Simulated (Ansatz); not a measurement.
**What DFT gives for Cu**

```
Cu
1.0
     2.61688    0.00000    0.00000
    -1.30844    2.26628    0.00000
     0.00000    0.00000    4.16964
Cu
2
Direct
  0.33333 0.66667 0.25000
  0.66667 0.33333 0.75000
```

Level: PBE, no spin polarisation; 420 eV; 15×15×8 Γ-centred mesh; fermi-dirac occupations (width 0.1 eV); Ansatz 0.2.0, fixed geometry.

(1) Describe some of the short contacts.

(2) What does the stress say?

(3) Are the atoms at rest?

(4) What happens at the Fermi level?

Origin: a known structure type with other elements, at an estimated volume, so it need not be a known compound.

Answers

(1) Cu–Cu at 2.57 Å: least valence density 0.26 e/Å³ and ELF 0.22 there. Both are smooth PAW fields, read partly inside the augmentation spheres.

(2) The pressure is -4.1 GPa (compression positive), so with the atoms held at these fractions the cell would first shrink. The principal stresses -5.7, -5.7, -0.7 GPa differ, so its shape would change too.

(3) The forces vanish by the symmetry of the sites.

(4) It is a metal, with about 0.69 states/eV a cell as the mean within 0.25 eV of the Fermi level.
